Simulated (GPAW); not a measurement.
The system is BN.

```
CELL_PARAMETERS angstrom
0.00000 1.81300 1.81300
1.81300 0.00000 1.81300
1.81300 1.81300 0.00000
ATOMIC_POSITIONS crystal
N 0.25000 0.25000 0.25000
B 0.00000 0.00000 0.00000
```

The cell is a database's computed one.

* Program: GPAW 26.7.0
* Task: single point
* Functional: PBE
* Potentials or basis: GPAW PAW data sets (gpaw-data 1.2.1)
* Cutoff: 800 eV
* Basis: pw
* k mesh: 13 × 13 × 13
* Occupations: fermi-dirac, width 0.05 eV
* Spin: no spin polarisation

On this cell: pressure -1.6 GPa; largest force zero by symmetry; band gap on the k mesh 4.53 eV, indirect (least direct gap 8.79 eV).

The same run follows on a disturbed copy (atoms moved at random, drawn with an rms of 0.05 Å):

```
N B
1.0
     0.00000    1.81300    1.81300
     1.81300    0.00000    1.81300
     1.81300    1.81300    0.00000
N B
1 1
Direct
  0.26768 0.26067 0.22873
  0.97937 0.02168 0.00165
```

Problem. What changes?

Solution. The energy moves by +45.6 meV/atom; pressure 0.6 GPa; largest force 2.284 eV/Å; band gap on the k mesh 3.90 eV, indirect (least direct gap 7.80 eV).

Forces on the atoms (eV/Å):
```
N    1.585 -0.955 -1.339
B   -1.585  0.955  1.339
```

Stress tensor (GPa, compression positive):
```
 0.43 -2.06 -2.46
-2.06  0.82  2.08
-2.46  2.08  0.60
```

Caveats: an odd mesh through Γ misses points on the zone boundary, where band edges often lie.
